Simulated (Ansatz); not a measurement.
**Ag under changes of volume**

One of the cells (17.048 Å³/atom); the others are scaled copies at fixed shape and fractional positions:

```
Ag
1.0
     0.00000    2.04275    2.04275
     2.04275    0.00000    2.04275
     2.04275    2.04275    0.00000
Ag
1
Direct
  0.00000 0.00000 0.00000
```

```yaml
Program: Ansatz 0.2.0
Functional: B3LYP5
Potentials_or_basis: Ansatz PAW
Cutoff: "420 eV (not typed: the program's choice for these potentials)"
k_mesh: 6 × 6 × 6
Occupations: fermi-dirac, width 0.05 eV
Spin: no spin polarisation
```

```csv
volume (Å³/atom),energy over the lowest point (meV/atom),pressure (GPa)
16.025,156.24,20.3
16.366,116.86,16.8
16.707,84.59,13.7
17.048,54.76,12.1
17.389,31.63,9.6
17.730,?,?
18.071,0.00,5.4
```

Problem. What does the run at 17.730 Å³/atom give?

Solution. Energy over the lowest point 13.60 meV/atom; pressure 7.4 GPa.

Worked out: A Birch-Murnaghan fit of order 3 (a polynomial in V^(-2/3)) to the other rows has no minimum within the range. It gives 13.25 meV/atom at 17.730 Å³/atom, against the run's 13.60, and -dE/dV = 7.4 GPa, against 7.4.

Energies are extrapolated to zero smearing.

Caveats: all runs use coarse meshes; the PAW data sets come from PBE, with cores solved anew for the run's functional, which leaves a small shift of forces and pressure; the thresholds are loose for stress.
